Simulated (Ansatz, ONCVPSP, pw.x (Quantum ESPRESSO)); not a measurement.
# From atom to crystal: ONCV potential for N

| Property | Result |
| --- | --- |
| Element | N |
| Generator | ONCVPSP 4.0.1 |
| Type | optimised norm-conserving Vanderbilt (ONCV) |
| Functional | PBE |
| Relativity | scalar-relativistic |
| Frozen core | [He] |
| Valence charge | 5 |
| Reference configuration | 2s1 2p4 |
| Partial waves | 2s: rc 0.75 bohr, ncon 3, nbas 7, qcut 9 1/bohr, local; 2p: rc 1.55 bohr, ncon 3, nbas 7, qcut 9.7 1/bohr, 2 projectors, debl 3.1 Ha |
| Local potential | the s channel |
| Core correction | none |

Crystal test: fcc N in pw.x 7.5, no spin, 18³ k-points, Fermi–Dirac smearing 0.01 Ry, cutoffs 90/360 Ry. The reference is all-electron LAPW (Ansatz 0.2.0) with the same functional, mesh and smearing; V0 and B0 come from Birch–Murnaghan fits to the pressures at five volumes. Errors are pseudo minus all-electron; Δ is the rms difference of the E(V) curves that follow from these fits, minima aligned, over ±6 % about the mean V0. Mesh and smearing are coarse, so the numbers serve the comparison and aren't converged zero-temperature values; the lattice is a test structure that the element need not adopt. Spin polarisation is left out.

All-electron: a0 = 3.123 Å (V0 = 7.61 Å³/atom), B0 = 177.0 GPa.

Problem. How far does the potential miss the all-electron equation of state?

Solution. mean pressure error (GPa): +1.47; a0 (Å): 3.131; a0 error (%): +0.27; B0 error (%): -0.3; Δ (meV/atom): 2.4.

| V (Å³/atom) | P all-electron (GPa) | P pseudo (GPa) |
| --- | --- | --- |
| 7.222 | 10.44 | 12.21 |
| 7.412 | 5.03 | 6.63 |
| 7.602 | 0.28 | 1.74 |
| 7.792 | -3.90 | -2.57 |
| 7.982 | -7.58 | -6.37 |

Problem. At the middle volume, how do free energy and pressure move when the wave cutoff is lowered (ecutrho kept at four times it)?

Solution.

```tsv
cutoff (Ry)	shift of F (meV/atom)	shift of P (GPa)
40	+1261.8	-83.30
54	+204.1	-21.65
72	+11.3	-2.12
```

The run at the middle volume (195 k-points, 6 iterations) took about 15 s on one core of a shared host (Intel(R) Xeon(R) Processor @ 2.60GHz, 24 threads, 32 GiB, load 7).
